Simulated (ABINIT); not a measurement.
The system is Zn.

```
Zn
1.0
     2.67000    0.00000    0.00000
    -1.33500    2.31229    0.00000
     0.00000    0.00000    4.96600
Zn
2
Direct
  0.66667 0.33333 0.75000
  0.33333 0.66667 0.25000
```

Base run:

```yaml
Program: ABINIT 10.8.3 (patched build)
Functional: WC
Potentials_or_basis: JTH PAW PBE v2.0
Cutoff: 707 eV
k_mesh: 11 × 11 × 6
Occupations: fermi-dirac, width 0.05 eV
Spin: no spin polarisation
```

Its results: band gap on the k mesh none (metal or under the smearing width); pressure -5.3 GPa.

Question: After a change of settings the same cell gave: band gap on the k mesh none (metal or under the smearing width); pressure 2.4 GPa. Which change was it?
A. functional from WC to BLYP
B. functional from WC to RPBE
C. functional from WC to PBEsol
D. functional from WC to LDA

Answer: B.

RPBE binds less tightly than WC, so the same cell stands under more pressure.

Caveats: the PAW data sets were made with another functional, which shifts forces and pressure a little.
